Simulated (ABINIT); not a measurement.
The system is TiO2 (Anatase).

```
Ti O
1.0
    -1.89210    1.89210    4.75730
     1.89210   -1.89210    4.75730
     1.89210    1.89210   -4.75730
Ti O
2 4
Direct
  0.75000 0.25000 0.50000
  0.00000 0.00000 0.00000
  0.79190 0.79190 0.00000
  0.54190 0.04190 0.50000
  0.95810 0.45810 0.50000
  0.20810 0.20810 0.00000
```

Base run:

```yaml
Program: ABINIT 10.8.3 (patched build)
Functional: PBE
Potentials_or_basis: JTH PAW PBE v2.0
Cutoff: 626 eV
k_mesh: 6 × 6 × 6
Occupations: fermi-dirac, width 0.05 eV
Spin: no spin polarisation
```

Its results: band gap on the k mesh 2.16 eV, indirect (least direct gap 2.46 eV); pressure 5.5 GPa; largest force 0.107 eV/Å.

Task: After a change of settings the same cell gave: band gap on the k mesh 2.11 eV, indirect (least direct gap 2.42 eV); pressure -0.4 GPa; largest force 0.006 eV/Å. Which change was it?
A. functional from PBE to LDA; potentials or basis from JTH PAW PBE v2.0 to JTH PAW LDA v2.0
B. k mesh from 6 × 6 × 6 to 10 × 10 × 10
C. k mesh from 6 × 6 × 6 to 4 × 4 × 4
D. functional from PBE to PBEsol

Result: D.

PBEsol binds more tightly than PBE, so the same cell stands under less pressure.

Caveats: the PAW data sets were made with another functional, which shifts forces and pressure a little (some runs).

Not every run made on this cell is shown here.
